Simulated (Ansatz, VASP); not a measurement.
WS2 in VASP and in Ansatz

```
W S
1.0
     3.18321    0.00000    0.00000
    -1.59160    2.75674    0.00000
     0.00000    0.00000   23.66876
W S
2 4
Direct
  0.66667 0.33333 0.36268
  0.33333 0.66667 0.63732
  0.66667 0.33333 0.70318
  0.33333 0.66667 0.42856
  0.66667 0.33333 0.57144
  0.33333 0.66667 0.29682
```

Alike in both runs: task band structure; functional RPBE; k mesh 7 × 7 × 2; occupations fermi-dirac, width 0.05 eV; no spin polarisation.

|  | VASP | Ansatz |
| --- | --- | --- |
| version | VASP 6.6.1 | Ansatz 0.2.0 |
| potentials or method | VASP PAW PBE potentials, release 64 (W_sv, S) | Ansatz PAW |
| plane-wave cutoff (eV) | 520 | 420 |
| valence electrons in the cell | 52 | 52 |

```csv
,VASP,Ansatz,Ansatz less VASP
gap on the k mesh at the Fermi level (eV),1.70,1.69,-0.010
least direct gap on the mesh (eV),2.41,2.41,-0.002
gap along the band path (eV),1.50,1.48,-0.018
rms of the force components (eV/Å),0.183,0.187,+0.0043
```

Atom by atom the forces differ by 0.004 eV/Å (rms over components).

Caveats: spin-orbit coupling is left out, which moves the levels of the heavy elements; the PAW data sets were made with another functional, which shifts forces and pressure a little (VASP); the k mesh misses the band edges, so the gap on the mesh is wider than the one along the path (Ansatz); the PAW data sets come from PBE, with cores solved anew for the run's functional, which leaves a small shift of forces and pressure (Ansatz). RPBE gaps usually lie below the measured ones, often by a third to a half.
